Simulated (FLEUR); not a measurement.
The system is Ag.

```
CELL_PARAMETERS angstrom
0.00000 2.04275 2.04275
2.04275 0.00000 2.04275
2.04275 2.04275 0.00000
ATOMIC_POSITIONS crystal
Ag 0.00000 0.00000 0.00000
```

```yaml
Program: FLEUR MaX-R8.1 (later development tree)
Task: single point
Functional: PBEsol
Potentials_or_basis: all-electron
Basis: FLAPW
Kmax: 4.1 1/bohr
k_mesh: 11 × 11 × 11
Occupations: fermi-dirac, width 0.05 eV
Spin: no spin polarisation
Gmax: 12.7 1/bohr
Muffin-tin_radii: Ag 2.48 bohr
lmax: Ag 10
lnonsphr: Ag 10
Local_orbitals_a_species: Ag 5
Max_iterations: 60
Mixing_factor: 0.05
Mixer: Anderson
Mixer_history: 15
```

On this cell: band gap on the k mesh none (metal or under the smearing width).

The same run follows on a disturbed copy (cell strained at random at fixed volume):

```
Ag
1.0
    -0.00622    2.03863    2.06720
     2.01497    0.04695    2.01403
     2.08560    2.05608   -0.02368
Ag
1
Direct
  0.00221 0.02855 0.98957
```

Q: What does the disturbed cell give?

A: The energy (extrapolated to zero smearing) moves by +6.2 meV/atom; band gap on the k mesh none (metal or under the smearing width).
